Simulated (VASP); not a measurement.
Input of a VASP 6.6.1 run:

File INCAR:

```
  PREC = Accurate
  ENCUT = 300
  EDIFF = 1E-6
  ISMEAR = 0
  SIGMA = 0.03
  LREAL = F
  LASPH = T
  NELM = 80
  ALGO = Normal
  ISIF = 3
  LWAVE = F
  LCHARG = F
  GGA = PE
  IBRION = 2
  NSW = 90
  EDIFFG = -0.01
```

The input KPOINTS:

```
Automatic mesh
0
Gamma
  4 4 4
```

File POSCAR:

```
PbSe
1.0
    0.0000000000      3.0606500000      3.0606500000
    3.0606500000      0.0000000000      3.0606500000
    3.0606500000      3.0606500000      0.0000000000
Pb Se
1 1
Direct
    0.0000000000      0.0000000000      0.0000000000
    0.5000000000      0.5000000000      0.5000000000
```

Potentials or basis: VASP PAW PBE potentials, release 64 (Pb, Se).

Run with:

```sh
$ cat potpaw_PBE.64/Pb/POTCAR potpaw_PBE.64/Se/POTCAR > POTCAR
$ mpirun -np 1 vasp_std > vasp.out
```

What does it give for the space group after relaxing (to 0.05 Å)?

Fm-3m (No. 225).

Predict the relaxed volume.

29.87 Å³/atom.

Predict the band gap on the k mesh.

0.42 eV, direct.

Final structure:
```
Pb Se
1.0
     0.00000    3.10271    3.10271
     3.10271    0.00000    3.10271
     3.10271    3.10271    0.00000
Pb Se
1 1
Direct
  0.00000 0.00000 0.00000
  0.50000 0.50000 0.50000
```

Caveat: the k mesh is coarse (spacing up to 0.44 Å⁻¹), so the values aren't converged; spin-orbit coupling is left out, which as a rule narrows the gap of such compounds by several tenths of an eV. PBE usually gives volumes a little too large and moduli too small.
